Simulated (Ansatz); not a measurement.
A (111) slab of relaxed bulk Pb (Fm-3m, 30.03 Å³/atom, gap on the mesh 0.00 eV), 4 planes in a 6×1 cell with the lowest 2 held; added atoms sit on lattice sites of the next plane. A dipole correction is on. The surface energy is the mean of the held and the free face; step energies are per length and the mean of the stripe's two steps, which run along the shortest translation of the plane; step and island energies count from the flat slab and bulk atoms.

Level of theory: Ansatz, DFT PBEsol, scalar-relativistic, plane waves, PAW.

Cutoff 420 eV, Gaussian smearing of 0.10 eV, energies at zero smearing, symmetry of each start kept, no spin polarisation.

```
            start atoms k mesh surface energy (J/m²) step energy (meV/Å)
        flat slab     24  2×12×1                   0.37                    -
stripe of 2 atoms     26  2×12×1                      -                   31
stripe of 3 atoms     27  2×12×1                      -                   51
```

Zero in every row: gap on the mesh (eV).

Spin-orbit coupling is left out, which matters for the bands of heavy elements.

Small energy differences in metals hang on the k mesh (about 10 mJ/m² or 1 to 2 meV/atom on the mesh of the relaxation).

Cost: 3 runs of about 110 core-minutes in all, on Arm Neoverse V2 (shared hosts).